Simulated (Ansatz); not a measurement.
**CdSe: from stress constants e to strain constants d, calculated with Ansatz**

Space group P6_3mc (No. 186), 4 atoms in the cell of the first input below: a = 4.302 Å, b = 4.302 Å, c = 7.022 Å, α = 90.00°, β = 90.00°, γ = 120.00°.

The structure is a measured one, not always of the ambient phase, relaxed without spin–orbit coupling to zero pressure (pressure 0.0 GPa with this functional, without spin–orbit coupling). Functional: PBEsol.

Input:

```yaml
crystal:
  lattice:
    - [4.3017087156, 0.0, 0.0]
    - [-2.1508543578, 3.7253890274, 0.0]
    - [0.0, 0.0, 7.0219832127]
  atoms:
    - { symbol: Cd, position: [0.6666666667, 0.3333333333, -0.0003095309] }
    - { symbol: Cd, position: [0.3333333333, 0.6666666667, 0.4996904691] }
    - { symbol: Se, position: [0.6666666667, 0.3333333333, 0.3753095309] }
    - { symbol: Se, position: [0.3333333333, 0.6666666667, 0.8753095309] }
basis:
  ecutwfc: 420
  ecutrho_ratio: 4
kpoints:
  mp_grid: { grid: [10, 10, 6] }
hamiltonian:
  xc: pbesol
scf:
  occupations: { method: fixed }
output:
  forces: true
  stress: true
  eigenvalues: true
  polarization: {}
elastic:
  mode: relaxed_ion
  stencil: two_point
```

```bash
ansatz run input.yaml --threads 4 --pin off --max-ram 9216MiB --backend cpu --events-out ev --progress --plain --runs-dir out
```

Time: 8.4 min on 4 threads of Arm Neoverse V1, with other jobs on the host, peak memory 1.4 GiB.

Elastic constants with relaxed ions (GPa, engineering shears):

```json
{"": "xx", "xx": "72.9", "yy": "44.4", "zz": "37.5", "yz": "0.0", "xz": "0.0", "xy": "0.0"}
{"": "yy", "xx": "44.4", "yy": "72.9", "zz": "37.5", "yz": "0.0", "xz": "0.0", "xy": "0.0"}
{"": "zz", "xx": "37.5", "yy": "37.5", "zz": "82.2", "yz": "0.0", "xz": "0.0", "xy": "0.0"}
{"": "yz", "xx": "0.0", "yy": "0.0", "zz": "0.0", "yz": "12.9", "xz": "0.0", "xy": "0.0"}
{"": "xz", "xx": "0.0", "yy": "0.0", "zz": "0.0", "yz": "0.0", "xz": "12.9", "xy": "0.0"}
{"": "xy", "xx": "0.0", "yy": "0.0", "zz": "0.0", "yz": "0.0", "xz": "0.0", "xy": "14.2"}
```

Proper piezoelectric stress tensor e (C/m²):

```
       xx      yy     zz      yz      xz     xy
x   0.000   0.000  0.000   0.000  -0.096  0.000
y   0.000   0.000  0.000  -0.096   0.000  0.000
z  -0.148  -0.148  0.229   0.000   0.000  0.000
```

Signs follow the polarity of the cell as typed: the inverted crystal has all signs reversed.

Problem. Which piezoelectric strain constant d is largest in size (symmetry may tie others with it)?

Solution. d = e C⁻¹ gives d(x; xz) = -7.5 pC/N, tied by symmetry with others.

```
     xx    yy   zz    yz    xz   xy
x   0.0   0.0  0.0   0.0  -7.5  0.0
y   0.0   0.0  0.0  -7.5   0.0  0.0
z  -3.0  -3.0  5.6   0.0   0.0  0.0
```

The largest strain response belongs to the smallest independent stress constant. Shear in a plane containing the polar axis gives an e of only -0.096 C/m², but the lattice resists it with just 12.9 GPa, against 82.2 GPa for stretching along the axis. Such softness is typical of tetrahedral, partly ionic semiconductors, where shear is taken up largely by bending bonds rather than stretching them.

The axial coefficient, 5.6 pC/N, also owes much to elasticity: a pull along the axis contracts the basal plane, and because the transverse and axial e constants have opposite signs, this contraction adds to the polarization. The transverse d, -3.0 pC/N, is close to minus half the axial one, so the response to hydrostatic pressure nearly cancels. This is the relation expected of a zinc-blende crystal viewed along its body diagonal, and it reflects the closely similar local tetrahedra of wurtzite. The relaxed-ion totals do not show how much of each response comes from internal displacement of the Cd and Se sublattices.
